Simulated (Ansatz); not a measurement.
**Si: energies, forces and stress near the listed structure**

Aim: see how energy, forces, stress and gap of Si answer to random distortions, other functionals. Nothing is relaxed unless a step says so.

Computed with Ansatz 0.2.0 (DFT PBE, scalar-relativistic, plane waves, PAW, unless a step's input says otherwise).

1 further run of the same task is left out (set aside as unsound or not needed).

## Step 1: The structure to begin with

It takes space group Fd-3m (No. 227, cubic). Conventional cell: a = 5.431 Å, b = 5.431 Å, c = 5.431 Å, α = 90.00°, β = 90.00°, γ = 90.00°. Around Si (site symmetry -43m) lie 4 Si at 2.35 Å.

Coordinates:

```
CELL_PARAMETERS angstrom
0.00000 2.71547 2.71547
2.71547 0.00000 2.71547
2.71547 2.71547 0.00000
ATOMIC_POSITIONS crystal
Si 0.50000 0.50000 0.50000
Si 0.75000 0.75000 0.75000
```

The structure comes from the Crystallography Open Database.

## Step 2: A random distortion, cell strained

The change: strain xx, yy, zz, yz, xz, xy = +3.3, +6.3, +4.1, -2.0, +1.0, -0.5 %; atoms moved by 0.25 Å root mean square, at most 0.25 Å.

input.yaml

```yaml
crystal:
  lattice:
    - [0.0147721568, 2.8323709835, 2.7734995939]
    - [2.8322623647, -0.0669906449, 2.8552623956]
    - [2.7921277181, 2.8739991386, -0.0268559983]
  atoms:
    - { symbol: Si, position: [0.4215200315, 0.5394149079, 0.5193115741] }
    - { symbol: Si, position: [0.8284799685, 0.7105850921, 0.7306884259] }
basis:
  ecutwfc: 420
kpoints:
  mp_grid: { grid: [10, 10, 10] }
hamiltonian:
  xc: pbe
scf:
  occupations: { method: gaussian, width: 0.02 }
output:
  forces: true
  stress: true
  eigenvalues: true
```

## Step 3: Another functional, on a distorted cell: LDA

input.yaml

```yaml
crystal:
  lattice:
    - [0.0, 2.7342882071, 2.7342882071]
    - [2.7342882071, 0.0, 2.7342882071]
    - [2.7342882071, 2.7342882071, 0.0]
  atoms:
    - { symbol: Si, position: [0.5, 0.5, 0.5] }
    - { symbol: Si, position: [0.75, 0.75, 0.75] }
basis:
  ecutwfc: 420
kpoints:
  mp_grid: { grid: [10, 10, 10] }
hamiltonian:
  xc: lda
scf:
  occupations: { method: gaussian, width: 0.02 }
output:
  forces: true
  stress: true
  eigenvalues: true
  populations: true
```

**Question.** What will these runs give? Wanted: for each run, case; energy; pressure; largest force.

As calculated:

| step | case | energy (meV/atom) | pressure (GPa) | largest force (eV/Å) | gap on the mesh (eV) |
| --- | --- | --- | --- | --- | --- |
| 2 | a random distortion, cell strained | +0.0 | 7.5 | 10.61 | 0.00 |
| 3 | another functional, on a distorted cell: LDA | n/a | -3.3 | 0.00 | 0.51 |

Energies are counted from step 2, with the smearing taken to zero. Other atoms or functionals have another zero of energy (n/a). A gap of 0.00 means none on the mesh at this level.

In words: 

These are semilocal Kohn-Sham gaps, which aren't the measured quantity. Such gaps usually fall short of the measured ones.
